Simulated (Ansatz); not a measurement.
Crystal: InGaAs2.

```xyz
4
Lattice="4.2250 0.0000 0.0000 0.0000 4.2250 0.0000 0.0000 0.0000 5.9621" Properties=species:S:1:pos:R:3 pbc="T T T"
In    0.0000    0.0000    2.9811
As    0.0000    2.1125    1.3804
As    2.1125    0.0000    4.5818
Ga    2.1125    2.1125    0.0000
```

The cell comes from a database or a generator and needn't be the stable form of this composition.

Base run:

* Program: Ansatz 0.2.0
* Functional: HSE06
* Potentials or basis: Ansatz PAW
* Cutoff: 420 eV
* Density cutoff: 1680 eV
* k mesh: 4 × 4 × 3
* Occupations: fermi-dirac, width 0.05 eV
* Spin: no spin polarisation

Its results: band gap on the k mesh 0.40 eV, direct; largest force 0.031 eV/Å.

**Question.** After a change of settings the same cell gave: band gap on the k mesh 1.22 eV, direct; largest force 0.030 eV/Å. Which change was it?
A. functional from HSE06 to r2SCAN0; cutoff from 420 eV to 500 eV; density cutoff from 1680 eV to 2000 eV
B. functional from HSE06 to PBEsol; k mesh from 4 × 4 × 3 to 6 × 6 × 5
C. functional from HSE06 to PBE0; k mesh from 4 × 4 × 3 to 4 × 4 × 4
D. functional from HSE06 to LDA; k mesh from 4 × 4 × 3 to 6 × 6 × 5

**Answer.** A.

Caveats: odd divisions of the mesh miss points on the zone boundary, where band edges often lie, so the gap on the mesh can be too wide; spin-orbit coupling is left out, which moves the levels of the heavy elements; the PAW data sets come from PBE, with cores solved anew for the run's functional, which leaves a small shift of forces and pressure; the density of states is complete only up to the lowest level of the last band computed.

Not every run made on this cell is shown here.
